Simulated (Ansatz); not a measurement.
Runs of Ansatz 0.2.0 on Ge. Symmetry: Imma, No. 74, orthorhombic system. The conventional cell has a = 4.992 Å, b = 5.302 Å, c = 2.874 Å, α = 90.00°, β = 90.00°, γ = 90.00°. Ge (site symmetry mm2) is surrounded by 6 Ge at 2.68 to 2.87 Å. This isn't the form of Ge at room conditions, which is diamond.

```csv
task,level,spin,k mesh,cutoff (eV),points for each segment of the path,q mesh,atoms under strain,gap on the mesh (eV),pressure (GPa),largest force (eV/Å)
band structure,r2SCAN,off,11 × 11 × 11,500,14,-,-,none,-1.3,0.09
phonons,PBEsol,off,10 × 10 × 10,420,8,2 × 2 × 2,-,none,-,-
band structure,LDA,off,11 × 11 × 11,420,14,-,-,none,(a),0.07
elastic constants,PBEsol,off,10 × 10 × 10,420,-,-,relaxed,none,-2.4,-
band structure,PBEsol,"SOC, no magnetisation",11 × 11 × 11,420,14,-,-,none,-2.5,0.06
density of states,PBEsol,off,10 × 10 × 10,420,-,-,-,none,-2.5,(b)
```

Alike in all rows: potentials or basis Ansatz PAW; cell as given; smearing fermi-dirac 0.05 eV.

Q: Fill in the values left out.

A: (a) -4.2; (b) 0.04.

Caveats: the PAW data sets come from PBE, with cores solved anew for the run's functional, which leaves a small shift of forces and pressure; elastic constants of metals need much finer meshes, so these are rough (some runs).

A k mesh can miss the band edges, and rows without SOC leave out spin-orbit coupling on Ge.

A gap of «none» marks a metal or a gap under the smearing width.
